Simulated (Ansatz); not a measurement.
The system is Ge.

```
Ge
1.0
     0.00000    2.82891    2.82891
     2.82891    0.00000    2.82891
     2.82891    2.82891    0.00000
Ge
2
Direct
  0.75000 0.75000 0.75000
  0.50000 0.50000 0.50000
```

Program: Ansatz 0.2.0. Alike in all runs: potentials or basis Ansatz PAW; cell as given; k mesh 8 × 8 × 8; smearing fermi-dirac 0.05 eV. Hardware: 2 threads of Intel(R) Xeon(R) CPU @ 2.80GHz (Skylake/Cascade Lake), with other jobs on the host.

**Question.** Order these runs on this cell by their wall time, lowest first.
A. task single point; level PBE; spin off; cutoff (eV) 600
B. task band structure; level r2SCAN; spin SOC, no magnetisation; cutoff (eV) 500; points for each segment of the path 14
C. task band structure; level r2SCAN; spin off; cutoff (eV) 500; points for each segment of the path 14

**Answer.** A (0.97 s), C (2.9 s), B (17 s).
